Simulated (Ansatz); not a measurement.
**Strain and field gradients in SnS**

Cell: a COD entry, its atoms then relaxed with PBE in this cell.

```xyz
8
Lattice="11.3200 0.0000 0.0000 0.0000 4.0500 0.0000 0.0000 0.0000 4.2420" Properties=species:S:1:pos:R:3 pbc="T T T"
Sn    1.3624    1.0125    0.4580
Sn    4.2976    3.0375    2.5790
Sn    7.0224    1.0125    1.6630
Sn    9.9576    3.0375    3.7840
S     9.6409    1.0125    2.0232
S     7.3391    3.0375    4.1442
S     3.9809    1.0125    0.0978
S     1.6791    3.0375    2.2188
```

Sites (sets of like atoms) are named by element and the number of their first atom in this list.

Computed with Ansatz: DFT, PBE, plane waves and PAW, scalar-relativistic, 420 eV cutoff, Γ-centred 4×11×10 k-points, Fermi–Dirac smearing 0.02 eV.

The cell is stretched along z (the third Cartesian axis of the run's cell), x and y held, and the ions relax again each time.

| strain along z (%) | Sn: V along z (10²¹ V/m²) | S: V along z (10²¹ V/m²) |
| --- | --- | --- |
| -3 | ? | ? |
| -2 | 3.99 | -0.53 |
| -1 | 3.55 | -0.61 |
| 0 | 3.41 | -0.58 |
| +1 | 3.39 | -0.55 |
| +2 | 2.89 | -0.66 |
| +3 | 2.65 | -0.71 |

Problem. Estimate the row at -3 % from the others.

Solution. Sn: 4.30; S: -0.51. Worked for Sn: a straight line through the other 6 rows has a slope of -0.249 × 10²¹ V/m² per per cent of strain and gives 4.19 at -3 %, against 4.30 from the run; the rows don't lie on one smooth curve, and relaxations that stop at forces of about 0.02 eV/Å can cause such scatter. Worked for S: a straight line through the other 6 rows has a slope of -0.029 × 10²¹ V/m² per per cent of strain and gives -0.51 at -3 %, against -0.51 from the run; the rows don't lie on one smooth curve, and relaxations that stop at forces of about 0.02 eV/Å can cause such scatter.

Without spin–orbit coupling (the program notes it for Sn) the gradients can shift somewhat, as the gap is small.
